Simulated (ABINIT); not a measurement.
Here is an ABINIT 10.8.3 (patched build) calculation.

File run.abi:

```
ndtset 7
getwfk -1
scalecart1 3*0.9795861087
scalecart2 3*0.9864848297
scalecart3 3*0.9932883884
scalecart4 3*1.0000000000
scalecart5 3*1.0066227096
scalecart6 3*1.0131594038
scalecart7 3*1.0196128224

pp_dirpath "./"
pseudos "Pd.GGA_PBE-JTH.xml"

acell 3*1.0 Angstrom
rprim
     0.0000000000     1.9465000000     1.9465000000
     1.9465000000     0.0000000000     1.9465000000
     1.9465000000     1.9465000000     0.0000000000
ntypat 1
znucl 46
natom 1
typat 1
xred
     0.0000000000     0.0000000000     0.0000000000

ecut 625.861884 eV
pawecutdg 45.0

kptopt 1
ngkpt 12 12 12
nshiftk 1
shiftk 0.0 0.0 0.0

ixc 27

nband 13
occopt 3
tsmear 0.05 eV

nstep 100
tolvrs 1.0e-9

iomode 3
prtwf 1
prtden 0
prteig 0
prtebands 0
enunit 2
```

Potentials or basis: JTH PAW PBE v2.0.

Launch:

```bash
$ abinit run.abi > log 2>&1
```

(1) What does it give for the bulk modulus?

(2) What does it give for the pressure derivative of the bulk modulus?

(3) Estimate the equilibrium volume.

Answers

(1) 142 GPa.

(2) 5.0 (rough: it moves with the points fitted).

(3) 15.33 Å³/atom.

Caveat: pressures at fixed basis lie under the slope of the energies; the PAW data sets were made with another functional, which shifts forces and pressure a little.
